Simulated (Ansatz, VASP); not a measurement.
## Yb in VASP and in Ansatz

```xyz
1
Lattice="0.0000 2.6015 2.6015 2.6015 0.0000 2.6015 2.6015 2.6015 0.0000" Properties=species:S:1:pos:R:3 pbc="T T T"
Yb    0.0000    0.0000    0.0000
```

Alike in both runs: functional r2SCAN; k mesh 16 × 16 × 16; occupations fermi-dirac, width 0.05 eV; no spin polarisation.

Ansatz relaxed the structure, and its values are those at the end. VASP's run is a single point on that final structure, the one shown.

|  | VASP | Ansatz |
| --- | --- | --- |
| version | VASP 6.6.1 | Ansatz 0.2.0 |
| potentials or method | VASP PAW PBE potentials, release 64 (Yb) | PAW with Ansatz's default frozen-core files, scalar-relativistic |
| plane-wave cutoff (eV) | 520 | 500 |
| valence electrons in the cell | 24 | 24 |

```csv
,VASP,Ansatz,Ansatz less VASP
pressure (GPa),-0.3,0.0,+0.24
```

The functional is the same, so the differences come from potentials, cutoffs and numerics.

Caveats: the PAW data sets were made with another functional, which shifts forces and pressure a little (VASP). The runs have no spin-orbit coupling, so splittings on Yb are missing. Spin polarisation is off, so any magnetic state and its effect on volume and gap are missing.
